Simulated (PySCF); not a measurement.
Substituent chemical shifts

Parent skeleton `[O:1]=[CH:2][c:3]1[cH:4][cH:5][cH:6][cH:7][cH:8]1`; one hydrogen on atom 6 is replaced by X. Hydrogens on one atom are averaged.

Theory: shielding tensors at PBE0/pcSseg-1 (GIAO), GFN2-xTB geometry, in PySCF 2.14 (no relativistic terms, one averaged value for each set of equivalent atoms, one computed conformer, no solvent).

References, each an isolated molecule treated in the same way: 17O (σ = 336.08 ppm) against H2O; 13C (σ = 186.93 ppm) and 1H (σ = 31.72 ppm) vs TMS.

Parent (X = H): O1 664.5, C2 196.0, C3 140.8, C4/C8 137.0, C5/C7 134.3, C6 140.3, H(C2) 10.21, H(C4)/H(C8) 8.25, H(C5)/H(C7) 7.86 ppm. Effects are Δδ = δ(X) − δ(H), positive for deshielding.

Problem. Order these by the shift of C5/C7, most shielded first.
A. X = NHSiH3
B. X = CH2F
C. X = isopropenyl

Solution. A (-16.1 ppm), B (-5.9 ppm), C (-2.9 ppm).

Problem. Order these by the shift of C6, most shielded first.
A. X = NHSiH3
B. X = CH2F
C. X = isopropenyl

Solution. B (+11.5 ppm), C (+14.4 ppm), A (+17.1 ppm).

Unscaled 17O shifts of doubly bonded oxygen tend to come out too high, by tens of ppm or more. Experimental scales use liquid or dissolved standards, which lie at an offset from isolated H2O (liquid H2O: subtract about 36 ppm).
